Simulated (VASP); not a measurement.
# Re (Fm-3m) in VASP: single point with PBEsol

Aim: the single point of Re with PBEsol.

Everything below comes from runs of VASP 6.6.1. Logs are shortened: lines on timing, memory, paths and dates and some standing lists are left out, and cuts for length are marked.

### Step 1. Starting point

Symmetry: Fm-3m, No. 225, cubic system. Conventional cell: a = 3.881 Å, b = 3.881 Å, c = 3.881 Å, α = 90.00°, β = 90.00°, γ = 90.00°. Re (site symmetry m-3m) has 12 Re at 2.74 Å as nearest neighbours.

This isn't the form of Re at room conditions, which is hcp.

### Step 2. Single point, PBEsol, non-collinear spin, zero start, spin-orbit coupling

File INCAR:

```
  PREC = Accurate
  ENCUT = 520
  EDIFF = 1E-6
  ISMEAR = 0
  SIGMA = 0.1
  LREAL = F
  LASPH = T
  NELM = 100
  ALGO = Fast
  ISIF = 2
  LWAVE = F
  LCHARG = T
  MAGMOM = 0 0 0
  LORBIT = 11
  LSORBIT = T
  GGA_COMPAT = F
  LMAXMIX = 4
  GGA = PS
  LVHAR = T
```

File KPOINTS:

```
regular mesh
0
Gamma
  18 18 18
```

File POSCAR:

```
Re
1.0
    0.0000000000      1.9404000000      1.9404000000
    1.9404000000      0.0000000000      1.9404000000
    1.9404000000      1.9404000000      0.0000000000
Re
1
Direct
    0.0000000000      0.0000000000      0.0000000000
```

Potentials or basis: VASP PAW PBE potentials, release 64 (Re).

On the command line:

```bash
cat potpaw_PBE.64/Re/POTCAR > POTCAR
mpirun -np 1 vasp_ncl > vasp.out
```

OUTCAR:

```text
PREC = Accurate
   ENCUT = 520
   EDIFF = 1E-6
   ISMEAR = 0
   LREAL = F
   LASPH = T
   NELM = 100
   ISIF = 2
   LORBIT = 11
   LSORBIT = T
   GGA = PS

 ion  position               nearest neighbor table
   1  0.000  0.000  0.000-

  LATTYP: Found a face centered cubic cell.
 ALAT       =     3.8808000000

  Lattice vectors:

 A1 = (   0.0000000000,   1.9404000000,   1.9404000000)
 A2 = (   1.9404000000,   0.0000000000,   1.9404000000)
 A3 = (   1.9404000000,   1.9404000000,   0.0000000000)

Analysis of symmetry for initial positions (statically):
=====================================================================
 Subroutine PRICEL returns:
 Original cell was already a primitive cell.

 Routine SETGRP: Setting up the symmetry group for a
 face centered cubic supercell.

 Subroutine GETGRP returns: Found 48 space group operations
 (whereof 48 operations were pure point group operations)
 out of a pool of 48 trial point group operations.

The static configuration has the point symmetry O_h .

Analysis of symmetry for dynamics (positions and initial velocities):
=====================================================================
 Subroutine PRICEL returns:
 Original cell was already a primitive cell.

 Routine SETGRP: Setting up the symmetry group for a
 face centered cubic supercell.

 Subroutine GETGRP returns: Found 48 space group operations
 (whereof 48 operations were pure point group operations)
 out of a pool of 48 trial point group operations.

The dynamic configuration has the point symmetry O_h .

Analysis of structural, dynamic, and magnetic symmetry:
=====================================================================
 Subroutine PRICEL returns:
 Original cell was already a primitive cell.

 Routine SETGRP: Setting up the symmetry group for a
 face centered cubic supercell.

 Subroutine GETGRP returns: Found 48 space group operations
 (whereof 48 operations were pure point group operations)
 out of a pool of 48 trial point group operations.

The overall configuration has the point symmetry O_h .

 Subroutine INISYM returns: Found 48 space group operations
 (whereof 48 operations are pure point group operations),
 and found     1 'primitive' translations

[... 146 lines left out ...]

 E-fermi :   8.0760     XC(G=0): -13.8576

 val. band max:        8.0738760764   @ k =   0.4444   0.2222   0.0000
 cond. band min:       8.1015894958   @ k =  -0.3333   0.2778   0.0000
 fundamental gap:      0.0277134194
 Fermi energy:         8.0759715236

 k-point     1 :       0.0000    0.0000    0.0000
  band No.  band energies     occupation
      1      -2.1337      1.00000
      2      -2.1337      1.00000
      3       5.8983      1.00000
      4       5.8983      1.00000
      5       5.8983      1.00000
      6       5.8983      1.00000
      7       6.4912      1.00000
      8       6.4912      1.00000
      9       9.4325      0.00000
     10       9.4325      0.00000
     11       9.4325      0.00000
     12       9.4325      0.00000
     13      22.0300      0.00000
     14      22.0300      0.00000
[... 377 lines left out ...]
      1       0.1842      1.00000
      2       0.1842      1.00000
      3       5.1092      1.00000
      4       5.1092      1.00000
      5       6.2711      1.00000
      6       6.2711      1.00000
      7       7.0242      1.00000
      8       7.0242      1.00000
      9       8.9336      0.00000
     10       8.9336      0.00000
     11      10.0778      0.00000
     12      10.0778      0.00000
     13      22.4140      0.00000
     14      22.4140      0.00000

 [... further k-points ...]

------------------------ aborting loop because EDIFF is reached ----------------------------------------

  FORCE on cell =-STRESS in cart. coord.  units (eV):
  Direction    XX          YY          ZZ          XY          YZ          ZX
  --------------------------------------------------------------------------------------
  -------------------------------------------------------------------------------------
  Total        0.0416892      0.0416892      0.0416892      0.0000000     -0.0000000     -0.0000000
  in kB        4.5711972      4.5711972      4.5711972      0.0000000     -0.0000000     -0.0000000
  external PRESSURE =       4.5711972 kB  Pullay stress =       0.0000000 kB

 VOLUME and BASIS-vectors are now :
 -----------------------------------------------------------------------------
  energy-cutoff  :      520.00
  volume of cell :       14.61
      direct lattice vectors                 reciprocal lattice vectors
     0.000000000  1.940400000  1.940400000    -0.257678829  0.257678829  0.257678829
     1.940400000  0.000000000  1.940400000     0.257678829 -0.257678829  0.257678829
     1.940400000  1.940400000  0.000000000     0.257678829  0.257678829 -0.257678829

 POSITION                                       TOTAL-FORCE (eV/Angst)
 -----------------------------------------------------------------------------------
      0.00000      0.00000      0.00000        -0.000000      0.000000      0.000000
 -----------------------------------------------------------------------------------
    total drift:                                0.000000     -0.000000      0.000000

  FREE ENERGIE OF THE ION-ELECTRON SYSTEM (eV)
  ---------------------------------------------------
  free  energy   TOTEN  =       -13.6263811351 eV

  energy  without entropy=      -13.6225841347  energy(sigma->0) =      -13.62448263

 Spin-Orbit-Coupling matrix elements

 Ion:    1  E_soc:     -0.6565412
 l=   1
     0.0000000    -0.0429494    -0.0429494
    -0.0429494     0.0000000    -0.0429494
    -0.0429494    -0.0429494     0.0000000
 l=   2
     0.0000000    -0.0127469     0.0000000    -0.0127469    -0.0537272
    -0.0127469     0.0000000    -0.0402954    -0.0127469    -0.0134318
     0.0000000    -0.0402954     0.0000000    -0.0402954     0.0000000
    -0.0127469    -0.0127469    -0.0402954     0.0000000    -0.0134318
    -0.0537272    -0.0134318     0.0000000    -0.0134318     0.0000000
 l=   3
     0.0000000     0.0000000     0.0000000     0.0000000     0.0000000     0.0000000     0.0000000
     0.0000000     0.0000000     0.0000000     0.0000000     0.0000000     0.0000000     0.0000000
     0.0000000     0.0000000     0.0000000     0.0000000     0.0000000     0.0000000     0.0000000
     0.0000000     0.0000000     0.0000000     0.0000000     0.0000000     0.0000000     0.0000000
     0.0000000     0.0000000     0.0000000     0.0000000     0.0000000     0.0000000     0.0000000
     0.0000000     0.0000000     0.0000000     0.0000000     0.0000000     0.0000000     0.0000000
     0.0000000     0.0000000     0.0000000     0.0000000     0.0000000     0.0000000     0.0000000

 total charge

# of ion       s       p       d       tot
------------------------------------------
    1        0.627   0.707   4.837   6.171

 magnetization (x)

# of ion       s       p       d       tot
------------------------------------------
    1       -0.000  -0.000  -0.000  -0.000

 magnetization (y)

# of ion       s       p       d       tot
------------------------------------------
    1        0.000   0.000   0.000   0.000

 magnetization (z)

# of ion       s       p       d       tot
------------------------------------------
    1       -0.000   0.000  -0.000  -0.000
```

stdout:

```text
POSCAR found type information on POSCAR Re
 POSCAR found :  1 types and       1 ions
 scaLAPACK will be used
 -----------------------------------------------------------------------------
|                                                                             |
|                                                                             |
|     You enforced a specific xc type in the INCAR file but a different       |
|     I HOPE YOU KNOW WHAT YOU ARE DOING!                                     |
|                                                                             |
 -----------------------------------------------------------------------------

 LDA part: xc-table for (Slater+PW92), standard interpolation
 POSCAR, INCAR and KPOINTS ok, starting setup
 FFT: planning ... GRIDC
 FFT: planning ... GRID_SOFT
 FFT: planning ... GRID
 WAVECAR not read
 entering main loop
```

Run time: 71 s. Hardware: 1 thread of Intel Xeon Platinum 8488C (Sapphire Rapids), shared host; peak memory 0.19 GiB.

What came out:

* Free energy: -13.6264 eV
* Pressure: 0.5 GPa
* Net moment: 0.00 μB per cell
* Valence electrons inside the program's atomic spheres: Re 6.17

Moments on the atoms (μB; x, y, z):
```
Re  0.00 0.00 0.00
```

Caveat: the PAW data sets were made with another functional, which shifts forces and pressure a little.
